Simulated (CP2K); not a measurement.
# BeTe: single point with PBEsol

Crystal: BeTe.

```
Te Be
1.0
     3.91737    0.00000    0.00000
     1.95869    3.39254    0.00000
     1.95869    1.13085    3.19852
Te Be
1 1
Direct
  0.75000 0.75000 0.75000
  0.00000 0.00000 0.00000
```

```json
{"Program": "CP2K 2026.2", "Task": "single point", "Functional": "PBEsol", "Potentials or basis": "POTENTIAL_UZH Te GTH-PBE-q6, Be GTH-PBE-q4; TZVP-MOLOPT-PBE-GTH basis", "Density cutoff": "11565 eV", "k mesh": "8 × 8 × 8", "Occupations": "fermi-dirac, width 0.05 eV", "Spin": "no spin polarisation", "SCF solver": "diagonalisation with k points", "Quickstep method": "GPW", "EPS_DEFAULT": "1.0E-10", "EPS_SCF": "1.0E-6", "MAX_SCF": "100", "SCF_GUESS": "ATOMIC", "k points reduced by the point group": "yes", "Mesh centred on Gamma": "yes", "CHOLESKY": "OFF", "EPS_EIGVAL": "1.0E-7", "MIXING METHOD": "BROYDEN_MIXING", "MIXING ALPHA": "0.4", "NBUFFER": "8", "NGRIDS": "5", "Basis sets": "Te TZVP-MOLOPT-PBE-GTH-q6, Be TZVP-MOLOPT-PBE-GTH-q4", "Potentials": "Te GTH-PBE-q6 of POTENTIAL_UZH, Be GTH-PBE-q4 of POTENTIAL_UZH", "ADDED_MOS": "[10]", "REL_CUTOFF (Ry)": "60 Ry", "MIXING BETA (1/bohr)": "1.5 1/bohr", "CUTOFF of the grids": "850 Ry"}
```

```json
{
 "Pressure": "4.4 GPa",
 "Band gap on the k mesh": "2.42 eV, indirect (least direct gap 3.86 eV)",
 "Mulliken charges": "Te -0.38; Be +0.38 e",
 "Hirshfeld charges": "Te +0.01; Be -0.01 e"
}
```

Levels at points of the mesh, in eV from the valence-band top:
```csv
k point,band 2,band 3,band 4,band 5,band 6,band 7,band 8,band 9
"(0.00, 0.00, 0.00)",-12.73,0.00,0.00,0.00,3.86,3.86,3.86,3.97
"(0.00, 0.00, 0.50)",-11.21,-6.01,-1.23,-1.23,3.10,5.28,5.28,10.76
"(0.00, 0.50, 0.50)",-10.65,-5.51,-2.90,-2.90,2.48,2.71,10.66,10.66
```

Run time: 12 s on 1 thread of Arm Neoverse V2, on a shared host, peak memory 0.39 GiB.

Caveat: Mulliken charges move with the basis; the potentials were made for another functional, which shifts forces and pressure; spin-orbit coupling is left out, which moves the levels of the heavy elements; the basis of atomic orbitals isn't converged, which shifts pressures, moduli and gaps. PBEsol gaps usually lie below the measured ones, often by a third to a half.
